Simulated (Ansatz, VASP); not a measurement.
NaCl: VASP beside Ansatz

```
Na Cl
1.0
     0.00000    2.80095    2.80095
     2.80095    0.00000    2.80095
     2.80095    2.80095    0.00000
Na Cl
1 1
Direct
  0.00000 0.00000 0.00000
  0.50000 0.50000 0.50000
```

Alike in both runs: task relaxation of cell and atoms; functional PBEsol; k mesh 8 × 8 × 8; no spin polarisation.

|  | VASP | Ansatz |
| --- | --- | --- |
| version | VASP 6.6.1 | Ansatz 0.2.0 |
| potentials or method | VASP PAW PBE potentials, release 64 (Na_pv, Cl) | scalar-relativistic, plane waves, PAW |
| plane-wave cutoff (eV) | 600 | 420 |
| occupations | gaussian, width 0.01 eV | fixed |
| valence electrons in the cell | 14 | 16 |

VASP gave:

```
gap on the k mesh at the Fermi level, each at its own relaxed structure (eV) : 5.00
relaxed volume (Å³/atom)                                                     : 22.01
relaxed cell length with the largest relative difference (Å)                 : 3.964
```

Q: Estimate Ansatz's values.

A: gap on the k mesh at the Fermi level, each at its own relaxed structure (eV): 5.01; relaxed volume (Å³/atom): 21.97; relaxed cell length with the largest relative difference (Å): 3.961.

The two sets of potentials don't hold the same shells in valence.

Caveats: the PAW data sets were made with another functional, which shifts forces and pressure a little (VASP).
